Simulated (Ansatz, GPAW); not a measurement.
# Geometry or basis: what sets the conductance of BN in line between two Ir chains, part 3 of 3

Aim: the conductance of BN in line between two Ir chains after relaxation, and whether geometry, basis or functional moves it most.

GPAW 26.7.0 and Ansatz 0.2.0; Ansatz plane waves; relaxation of the junction with the lead ends held; PAW set soft_1 (the session's first sound run).

So far, transmission at the Fermi level (one spin): step 3 (plane waves, PBE) 1.27; step 4 (double-zeta polarised basis, PBE, GPAW) 1.37.

### Step 5. Single-zeta polarised basis

Level of this step: GPAW LCAO, PAW setups; Landauer transmission from Green's functions with principal layers (ASE), zero bias (GPAW).

The second zeta is dropped, the polarisation orbitals stay.

Input file run.py:

```python
import json
import numpy as np
from ase import Atoms
from ase.transport.calculators import TransportCalculator
from gpaw import GPAW, FermiDirac
from gpaw.lcao.tools import get_lcao_hamiltonian
from scipy.linalg import eigh

# The junction with lead layers at both ends, along the third cell vector
device = Atoms(
    ['Ir', 'Ir', 'Ir', 'Ir', 'Ir', 'Ir', 'Ir', 'Ir', 'B', 'N', 'Ir', 'Ir', 'Ir', 'Ir', 'Ir', 'Ir', 'Ir', 'Ir'],
    positions=[
        [4.50000, 4.50000, 1.15000],
        [4.50000, 4.50000, 3.45000],
        [4.50000, 4.50000, 5.75000],
        [4.50000, 4.50000, 8.05000],
        [4.50000, 4.50000, 10.35000],
        [4.50000, 4.50000, 12.65000],
        [4.49616, 3.94349, 14.96087],
        [4.52457, 5.05135, 17.08441],
        [4.51240, 4.57032, 19.06711],
        [4.50999, 4.48394, 20.42888],
        [4.48979, 4.32633, 22.29301],
        [4.58749, 5.23402, 24.42199],
        [4.50000, 4.50000, 26.77500],
        [4.50000, 4.50000, 29.07500],
        [4.50000, 4.50000, 31.37500],
        [4.50000, 4.50000, 33.67500],
        [4.50000, 4.50000, 35.97500],
        [4.50000, 4.50000, 38.27500]],
    cell=[[9.0, 0.0, 0.0], [0.0, 9.0, 0.0], [0.0, 0.0, 39.425]],
    pbc=True)

# One principal layer of the lead: the first 5 atoms of the device
lead = Atoms(
    ['Ir', 'Ir', 'Ir', 'Ir', 'Ir'],
    positions=[
        [4.50000, 4.50000, 1.15000],
        [4.50000, 4.50000, 3.45000],
        [4.50000, 4.50000, 5.75000],
        [4.50000, 4.50000, 8.05000],
        [4.50000, 4.50000, 10.35000]],
    cell=[[9.0, 0.0, 0.0], [0.0, 9.0, 0.0], [0.0, 0.0, 11.5]],
    pbc=True)

settings = dict(mode='lcao', basis='szp(dzp)', xc='PBE', h=0.18,
                occupations=FermiDirac(0.1), maxiter=250,
                mixer=dict(beta=0.1, nmaxold=8, weight=100.0),
                convergence=dict(density=0.0001))
energies = np.arange(-2, 2 + 1e-9, 0.025)
eta = 0.0001
n1, n2 = 1, 1
# k and -k transmit alike, so half of the mesh across the current serves
mesh = [(i, j) for i in range(n1) for j in range(n2) if (i, j) <= (-i % n1, -j % n2)]
weights = np.array([1 if (i, j) == (-i % n1, -j % n2) else 2 for i, j in mesh]) / (n1 * n2)

# [... helper functions left out ...]
fermi_lead = ground_state(lead, (1, 1, 10), 'lead.txt')
fermi_device = ground_state(device, (1, 1, 2), 'device.txt')
# [... loop over the mesh left out, but for ...]
        # Shift the lead onto the potential of the device's first layer
        shift = ((H[:, 0, 0] - H0[:, 0, 0]) / S0[0, 0]).real.mean()
# [...]
kT = 8.617333e-5 * 300
bias = [0.1, 0.2, 0.5, 1.0, 1.5, 2.0]
# [... integrals and printing left out ...]
```

Started as:

```console
OMP_NUM_THREADS=1 OPENBLAS_NUM_THREADS=1 python run.py
```

Numbers of over 12 decimals in the logs are rounded to 6 here.

The program printed:

```text
basis functions: device 258, principal layer 75
Fermi level: lead -3.5974 eV, device -3.6875 eV; lead shifted by -0.0128 eV
largest coupling past the next layer 1.48e-06 eV, largest misfit of the first layer 0.067 eV
  E-E_F (eV)   T (one spin)  channels
    -2.000    8.7615e-01    4.0000
    -1.975    8.6537e-01    4.0000
    -1.950    8.5570e-01    4.0000
[...]
1.975    2.8435e-03    1.0000
     2.000    2.9581e-03    1.0000
conductance at 300 K: 1.3763 G0 a cell; thermopower -1.13 uV/K
current from the zero-bias T(E) at 0.1 V: 10.67 uA
current from the zero-bias T(E) at 0.2 V: 21.326 uA
current from the zero-bias T(E) at 0.5 V: 51.099 uA
current from the zero-bias T(E) at 1.0 V: 94.528 uA
current from the zero-bias T(E) at 1.5 V: 130.96 uA
current from the zero-bias T(E) at 2.0 V: 152.38 uA
```

Wall time 4.1 min (1 thread of Arm Neoverse V1, shared host); peak memory 2.1 GiB.

This step gave:

| Quantity | Value |
| --- | --- |
| conductance | 1.376 G₀ |
| largest misfit of the first principal layer | 0.06725 eV |
| shift that aligns the lead | -0.01280 eV |
| basis functions of the junction | 258 |
| basis functions of a principal layer | 75 |
| transmission at the Fermi level (one spin) | 1.368 |

The conductance, 1.38 G₀, lies 0.4 % above that of the dzp run.

### Step 6. Minimal basis

The minimal basis is the cheapest rung: no second zeta and no polarisation.

Edit run.py of step 5 so:

```diff
@@ -45,3 +45,3 @@
 
-settings = dict(mode='lcao', basis='szp(dzp)', xc='PBE', h=0.18,
+settings = dict(mode='lcao', basis='sz(dzp)', xc='PBE', h=0.18,
                 occupations=FermiDirac(0.1), maxiter=250,
```

The program printed:

```text
basis functions: device 200, principal layer 60
Fermi level: lead -3.6007 eV, device -3.6892 eV; lead shifted by -0.0131 eV
largest coupling past the next layer 1.47e-06 eV, largest misfit of the first layer 0.047 eV
  E-E_F (eV)   T (one spin)  [channel counts left out]
    -2.000    8.7417e-01
    -1.975    8.6586e-01
    -1.950    8.5866e-01
[...]
1.975    3.7992e-03
     2.000    4.0234e-03
conductance at 300 K: 1.4348 G0 a cell; thermopower -1.094 uV/K
current from the zero-bias T(E) at 0.1 V: 11.118 uA
current from the zero-bias T(E) at 0.2 V: 22.194 uA
current from the zero-bias T(E) at 0.5 V: 52.956 uA
current from the zero-bias T(E) at 1.0 V: 98.247 uA
current from the zero-bias T(E) at 1.5 V: 137.3 uA
current from the zero-bias T(E) at 2.0 V: 160.17 uA
```

It took 3.2 min on 1 thread; peak memory 2 GiB.

Numbers from this step:

```
conductance                                    : 1.435 G₀
largest coupling past the next principal layer : 1.47e-6 eV
largest misfit of the first principal layer    : 0.04727 eV
shift that aligns the lead                     : -0.01308 eV
basis functions of the junction                : 200
basis functions of a principal layer           : 60
transmission at the Fermi level (one spin)     : 1.429
```

One spin. Table of transmission, zone mean by energy, zero at the Fermi level:

| energy (eV) | transmission, zone mean |
| --- | --- |
| -2.000 | 0.874 |
| -1.900 | 0.847 |
| -1.800 | 0.832 |
| -1.700 | 0.818 |
| -1.600 | 0.795 |
| -1.500 | 0.766 |
| -1.400 | 0.747 |
| -1.300 | 0.808 |
| -1.200 | 0.856 |
| -1.100 | 0.877 |
| -1.000 | 0.867 |
| -0.900 | 0.868 |
| -0.800 | 0.946 |
| -0.700 | 1.11 |
| -0.600 | 1.33 |
| -0.525 | 1.40 |
| -0.500 | 1.38 |
| -0.400 | 1.21 |
| -0.300 | 1.18 |
| -0.200 | 1.30 |
| -0.100 | 1.42 |
| 0.000 | 1.43 |
| 0.100 | 1.49 |
| 0.200 | 1.26 |
| 0.300 | 1.13 |
| 0.400 | 1.08 |
| 0.500 | 1.04 |
| 0.600 | 0.863 |
| 0.700 | 0.582 |
| 0.800 | 0.360 |
| 0.900 | 0.220 |
| 1.000 | 0.135 |
| 1.100 | 0.0832 |
| 1.200 | 0.0540 |
| 1.300 | 0.0400 |
| 1.400 | 0.0357 |
| 1.500 | 0.0368 |
| 1.600 | 0.0397 |
| 1.700 | 0.0409 |
| 1.800 | 0.0362 |
| 1.900 | 0.0175 |
| 2.000 | 0.00402 |

The conductance, 1.43 G₀, lies 4.6 % above that of the dzp run.

### Step 7. revPBE in the dzp basis: xc = "revPBE"

Back in the dzp basis, the functional changes from PBE to revPBE, to set the spread between functionals beside that between bases.

Edit run.py of step 6 so:

```diff
@@ -45,3 +45,3 @@
 
-settings = dict(mode='lcao', basis='sz(dzp)', xc='PBE', h=0.18,
+settings = dict(mode='lcao', basis='dzp', xc='revPBE', h=0.18,
                 occupations=FermiDirac(0.1), maxiter=250,
```

The program printed:

```text
basis functions: device 458, principal layer 135
Fermi level: lead -3.7956 eV, device -3.8429 eV; lead shifted by -0.0078 eV
largest coupling past the next layer 1.47e-06 eV, largest misfit of the first layer 0.067 eV
  E-E_F (eV)   T (one spin)  [channel counts left out]
    -2.000    8.7029e-01
    -1.975    8.6285e-01
    -1.950    8.5460e-01
[...]
1.975    3.9140e-03
     2.000    4.0546e-03
conductance at 300 K: 1.3625 G0 a cell; thermopower -0.3083 uV/K
current from the zero-bias T(E) at 0.1 V: 10.549 uA
current from the zero-bias T(E) at 0.2 V: 21.034 uA
current from the zero-bias T(E) at 0.5 V: 50.59 uA
current from the zero-bias T(E) at 1.0 V: 94.526 uA
current from the zero-bias T(E) at 1.5 V: 132.4 uA
current from the zero-bias T(E) at 2.0 V: 154.55 uA
```

It took 6.8 min on 1 thread; peak memory 2.2 GiB.

Numbers from this step:

| Item | Value |
| --- | --- |
| conductance | 1.362 G₀ |
| largest misfit of the first principal layer | 0.06660 eV |
| shift that aligns the lead | -0.007833 eV |
| basis functions of the junction | 458 |
| basis functions of a principal layer | 135 |
| transmission at the Fermi level (one spin) | 1.363 |

One spin. The transmission, zone mean by energy, zero at the Fermi level:

| energy (eV) | transmission, zone mean |
| --- | --- |
| -2.000 | 0.870 |
| -1.900 | 0.840 |
| -1.800 | 0.819 |
| -1.700 | 0.809 |
| -1.600 | 0.805 |
| -1.500 | 0.798 |
| -1.400 | 0.779 |
| -1.300 | 0.827 |
| -1.200 | 0.851 |
| -1.100 | 0.857 |
| -1.000 | 0.818 |
| -0.900 | 0.802 |
| -0.800 | 0.856 |
| -0.700 | 1.01 |
| -0.600 | 1.24 |
| -0.525 | 1.33 |
| -0.500 | 1.32 |
| -0.400 | 1.19 |
| -0.300 | 1.19 |
| -0.200 | 1.30 |
| -0.100 | 1.36 |
| 0.000 | 1.36 |
| 0.100 | 1.38 |
| 0.200 | 1.18 |
| 0.300 | 1.08 |
| 0.400 | 1.02 |
| 0.500 | 0.996 |
| 0.600 | 0.898 |
| 0.700 | 0.650 |
| 0.800 | 0.409 |
| 0.900 | 0.249 |
| 1.000 | 0.151 |
| 1.100 | 0.0922 |
| 1.200 | 0.0575 |
| 1.300 | 0.0392 |
| 1.400 | 0.0317 |
| 1.500 | 0.0304 |
| 1.600 | 0.0315 |
| 1.700 | 0.0318 |
| 1.800 | 0.0281 |
| 1.900 | 0.0152 |
| 2.000 | 0.00405 |

The conductance, 1.36 G₀, lies 0.6 % below that of the dzp run.

### Step 8. Without the relaxation: geometry = "as built"

The dzp basis with PBE on the structure as first built shows what the relaxation was worth.

Edit run.py of step 7 so:

```diff
@@ -18,8 +18,8 @@
         [4.50000, 4.50000, 12.65000],
-        [4.49616, 3.94349, 14.96087],
-        [4.52457, 5.05135, 17.08441],
-        [4.51240, 4.57032, 19.06711],
-        [4.50999, 4.48394, 20.42888],
-        [4.48979, 4.32633, 22.29301],
-        [4.58749, 5.23402, 24.42199],
+        [4.50000, 4.50000, 14.95000],
+        [4.50000, 4.50000, 17.25000],
+        [4.50000, 4.50000, 19.16060],
+        [4.50000, 4.50000, 20.44060],
+        [4.50000, 4.50000, 22.17500],
+        [4.50000, 4.50000, 24.47500],
         [4.50000, 4.50000, 26.77500],
@@ -45,3 +45,3 @@
 
-settings = dict(mode='lcao', basis='dzp', xc='revPBE', h=0.18,
+settings = dict(mode='lcao', basis='dzp', xc='PBE', h=0.18,
                 occupations=FermiDirac(0.1), maxiter=250,
```

The program printed:

```text
basis functions: device 458, principal layer 135
Fermi level: lead -3.8819 eV, device -3.9504 eV; lead shifted by 0.0025 eV
largest coupling past the next layer 1.48e-06 eV, largest misfit of the first layer 0.110 eV
  E-E_F (eV)   T (one spin)  channels
    -2.000    9.8799e-01    4.0000
    -1.975    9.9597e-01    4.0000
    -1.950    1.0045e+00    4.0000
[...]
1.975    5.0341e-02    1.0000
     2.000    5.0218e-02    1.0000
conductance at 300 K: 1.6472 G0 a cell; thermopower -0.732 uV/K
current from the zero-bias T(E) at 0.1 V: 12.759 uA
current from the zero-bias T(E) at 0.2 V: 25.502 uA
current from the zero-bias T(E) at 0.5 V: 63.466 uA
current from the zero-bias T(E) at 1.0 V: 124.92 uA
current from the zero-bias T(E) at 1.5 V: 183.51 uA
current from the zero-bias T(E) at 2.0 V: 239.19 uA
```

Wall time 6.6 min (1 thread); peak memory 2.2 GiB.

Numbers from this step:

```yaml
conductance: 1.647 G₀
largest_coupling_past_the_next_principal_layer: 1.48e-6 eV
largest_misfit_of_the_first_principal_layer: 0.1096 eV
shift_that_aligns_the_lead: 0.002491 eV
transmission_at_the_fermi_level_one_spin: 1.648
```

One spin. The transmission, zone mean by energy, zero at the Fermi level:

| energy (eV) | transmission, zone mean |
| --- | --- |
| -2.000 | 0.988 |
| -1.900 | 1.02 |
| -1.800 | 1.06 |
| -1.700 | 1.09 |
| -1.600 | 1.13 |
| -1.500 | 1.16 |
| -1.400 | 1.20 |
| -1.300 | 1.24 |
| -1.200 | 1.27 |
| -1.100 | 1.31 |
| -1.000 | 1.34 |
| -0.900 | 1.37 |
| -0.800 | 1.40 |
| -0.700 | 1.43 |
| -0.600 | 1.46 |
| -0.500 | 1.50 |
| -0.400 | 1.53 |
| -0.300 | 1.57 |
| -0.200 | 1.60 |
| -0.100 | 1.63 |
| 0.000 | 1.65 |
| 0.100 | 1.66 |
| 0.175 | 1.66 |
| 0.200 | 1.66 |
| 0.300 | 1.65 |
| 0.400 | 1.63 |
| 0.500 | 1.61 |
| 0.600 | 1.58 |
| 0.700 | 1.55 |
| 0.800 | 1.53 |
| 0.900 | 1.49 |
| 1.000 | 1.47 |
| 1.100 | 1.45 |
| 1.200 | 1.43 |
| 1.300 | 1.41 |
| 1.400 | 1.38 |
| 1.500 | 1.33 |
| 1.600 | 1.25 |
| 1.700 | 1.12 |
| 1.800 | 0.877 |
| 1.900 | 0.385 |
| 2.000 | 0.0502 |

The conductance, 1.65 G₀, lies 20 % above that of the dzp run.

### Step 9. Cost and result by level

Times are wall times on the hardware named with each run. Results by setting:

| no. | run | conductance (G₀) | time | memory (GiB) |
| --- | --- | --- | --- | --- |
| 1 | pw PBE | 1.270 | 3.7 min | 4.8 |
| 2 | dzp | 1.371 | 6.7 min | 2.1 |
| 3 | szp | 1.376 | 4.1 min | 2.1 |
| 4 | sz | 1.435 | 3.2 min | 2 |
| 5 | dzp revPBE | 1.362 | 6.8 min | 2.2 |
| 6 | asbuilt | 1.647 | 6.6 min | 2.2 |

### Step 10. The levels side by side

The curves are compared point by point over the common energies.

This step: comparison of transmission and cost over codes, levels and geometry; PAW set soft_1 (GPAW 26.7.0).

Ladder, by row:

| step | code | T at the Fermi level (sum over the listed spins) | conductance (G0) | r.m.s. T(E) from the first | wall time (s) | peak memory (GiB) | threads |
| --- | --- | --- | --- | --- | --- | --- | --- |
| pw-pbe | Ansatz | 1.275 | 1.27 | 0 | 222.6 | 4.841 | 4 |
| dzp | GPAW | 1.373 | 1.371 | 0.06038 | 400.4 | 2.15 | 1 |
| szp | GPAW | 1.368 | 1.376 | 0.09091 | 248.2 | 2.07 | 1 |
| sz | GPAW | 1.429 | 1.435 | 0.08869 | 189.8 | 2 | 1 |
| dzp-revPBE | GPAW | 1.363 | 1.362 | 0.05751 | 410.7 | 2.17 | 1 |
| asbuilt | GPAW | 1.648 | 1.647 | 0.7309 | 393.6 | 2.19 | 1 |

Table of transmission, zone mean, sum over the listed spins by energy, zero at the Fermi level:

| energy (eV) | pw-pbe | dzp | szp | sz | dzp-revPBE | asbuilt |
| --- | --- | --- | --- | --- | --- | --- |
| -2.0000 | 0.850 | 0.865 | 0.876 | 0.874 | 0.870 | 0.988 |
| -1.7500 | 0.813 | 0.808 | 0.814 | 0.826 | 0.813 | 1.07 |
| -1.5000 | 0.783 | 0.793 | 0.775 | 0.766 | 0.798 | 1.16 |
| -1.2500 | 0.880 | 0.835 | 0.831 | 0.850 | 0.839 | 1.25 |
| -1.0000 | 0.824 | 0.818 | 0.844 | 0.867 | 0.818 | 1.34 |
| -0.7500 | 0.906 | 0.915 | 0.953 | 1.02 | 0.917 | 1.41 |
| -0.5500 | 1.35 | 1.32 | 1.33 | 1.40 | 1.32 | 1.48 |
| -0.5000 | 1.33 | 1.32 | 1.31 | 1.38 | 1.32 | 1.50 |
| -0.2500 | 1.34 | 1.24 | 1.20 | 1.23 | 1.24 | 1.58 |
| 0.0000 | 1.27 | 1.37 | 1.37 | 1.43 | 1.36 | 1.65 |
| 0.1000 | 1.28 | 1.39 | 1.44 | 1.49 | 1.38 | 1.66 |
| 0.2500 | 1.13 | 1.13 | 1.15 | 1.19 | 1.12 | 1.66 |
| 0.5000 | 0.991 | 1.00 | 0.977 | 1.04 | 0.996 | 1.61 |
| 0.7500 | 0.686 | 0.510 | 0.408 | 0.460 | 0.519 | 1.54 |
| 1.0000 | 0.211 | 0.150 | 0.119 | 0.135 | 0.151 | 1.47 |
| 1.2500 | 0.0622 | 0.0469 | 0.0418 | 0.0455 | 0.0467 | 1.42 |
| 1.5000 | 0.0282 | 0.0310 | 0.0353 | 0.0368 | 0.0304 | 1.33 |
| 1.7500 | 0.0315 | 0.0310 | 0.0401 | 0.0396 | 0.0307 | 1.01 |
| 2.0000 | 0.0261 | 0.00356 | 0.00296 | 0.00402 | 0.00405 | 0.0502 |

### Step 11. Other settings

One more run, with changed settings.

This step: GPAW LCAO, PAW setups; Landauer transmission from Green's functions with principal layers (ASE), zero bias (GPAW 26.7.0).

Edit run.py of step 8 so:

```diff
@@ -18,8 +18,8 @@
         [4.50000, 4.50000, 12.65000],
-        [4.50000, 4.50000, 14.95000],
-        [4.50000, 4.50000, 17.25000],
-        [4.50000, 4.50000, 19.16060],
-        [4.50000, 4.50000, 20.44060],
-        [4.50000, 4.50000, 22.17500],
-        [4.50000, 4.50000, 24.47500],
+        [4.49616, 3.94349, 14.96087],
+        [4.52457, 5.05135, 17.08441],
+        [4.51240, 4.57032, 19.06711],
+        [4.50999, 4.48394, 20.42888],
+        [4.48979, 4.32633, 22.29301],
+        [4.58749, 5.23402, 24.42199],
         [4.50000, 4.50000, 26.77500],
@@ -46,4 +46,4 @@
 settings = dict(mode='lcao', basis='dzp', xc='PBE', h=0.18,
-                occupations=FermiDirac(0.1), maxiter=250,
-                mixer=dict(beta=0.1, nmaxold=8, weight=100.0),
+                occupations=FermiDirac(0.1), maxiter=75,
+                mixer=dict(beta=1.0, nmaxold=1, weight=1.0),
                 convergence=dict(density=0.0001))
```

The program printed:

```text
gpaw.KohnShamConvergenceError
```

Run time: 3.3 min. Hardware: 1 thread; peak memory 0.59 GiB.

The run stopped without converging, so none of its numbers is a property of the system.

The fault put into the input: mixing far too strong, under a cap of 75 iterations, which ended the run (beta = 1.0, nmaxold = 1 and weight = 1.0).

### Step 12. Outcome

```json
{
 "conductance": "1.37 G₀",
 "transmission at the Fermi level, mean of the spins": "1.37"
}
```

**Reading.** In the dzp basis the junction conducts 1.37 G₀ at 300 K, with T = 1.37 a spin at the Fermi level; the sz basis reaches that conductance within 10 %. Relaxation moved atoms by up to 0.74 Å and took the conductance from 1.65 to 1.37 G₀, as a ratio a larger change than the step from dzp to the minimal basis. Plane waves (PBE) give T = 1.27 there. At the Fermi level the three most open eigenchannels pass 0.68, 0.65 and 0.041. Measured against the first run (pw-pbe), the nearest curve is that of dzp-revPBE (r.m.s. 0.058) and the farthest that of asbuilt (0.73). Over the compared runs wall time goes from 190 s (sz) to 411 s (dzp-revPBE), on a shared host; the plane-wave run used 4 threads and the orbital runs 1. The leads kept an estimated spacing and the cell its length, so the junction may be under some tension or compression. The run had no spin polarisation, so a magnetic state, which chains and small molecules with open shells often have, wasn't tested. Spin-orbit coupling is left out, which matters for the heavy atoms here. An evenly spaced straight chain is an idealisation: free chains tend to dimerise, zigzag or, where a band edge lies near the Fermi level, turn magnetic. The currents use the zero-bias T(E) throughout, which holds only while the bias is small against the distance to the nearest feature. The thermopower isn't quoted: it samples T(E) farther from the Fermi level than the conductance does, and the energy grid wasn't tested for it.

[Logs are printed without paths, hosts, clocks, repeated set-up lines and the standing remarks that a program may print on its own settings, such as how far it seeks lower states.]

[Hosts, paths, dates, database ids (printed as entryN), source tags and the programs' standing remarks are cut or masked in the printed files.]
